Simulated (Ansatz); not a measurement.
This Bi2Se3 structure is the end of a relaxation. The cell was found from a structure generator's guess, not taken from experiment.

The calculation used DFT PBE, scalar-relativistic, plane waves, PAW in Ansatz 0.2.0. Cutoff 420 eV, Γ-centred mesh, Gaussian smearing, no spin polarisation.

```
CELL_PARAMETERS angstrom
7.87866 0.00000 0.00000
-3.93933 6.82312 0.00000
0.00000 0.00000 3.17178
ATOMIC_POSITIONS crystal
Bi 0.33333 0.66667 0.50000
Bi 0.66667 0.33333 0.50000
Se 0.27909 0.00000 0.50000
Se 0.00000 0.27909 0.50000
Se 0.72091 0.72091 0.50000
```

Formation energies are uncorrected and refer to the elements' standard structures at the same level.

Question: Find its symmetry and describe it.

Answer: P-62m (No. 189). Conventional cell: a = 7.879 Å, c = 3.172 Å. Around Bi lie 3 Se at 2.86 Å and 2 Bi at 3.17 Å; Se has 2 Bi at 2.86 Å and 2 Se at 3.17 Å.

Question: How far does it lie from the elements in energy?

Answer: +0.03 eV/atom. The separate elements lie lower, so it is unstable against them.

Question: Is it a metal?

Answer: Yes, bands cross the Fermi level on the 6×6×12 mesh.

The last run used a 6×6×12 mesh (in the run's order of axes) for its 5-atom cell and Gaussian smearing of 0.10 eV. For metals, differences of a few meV/atom aren't resolved. Spin–orbit coupling, which can matter for Bi, is left out. The reference form of Se is held partly by dispersion forces, which this level lacks. Symmetry constrained the relaxation, so the result can be a saddle point.
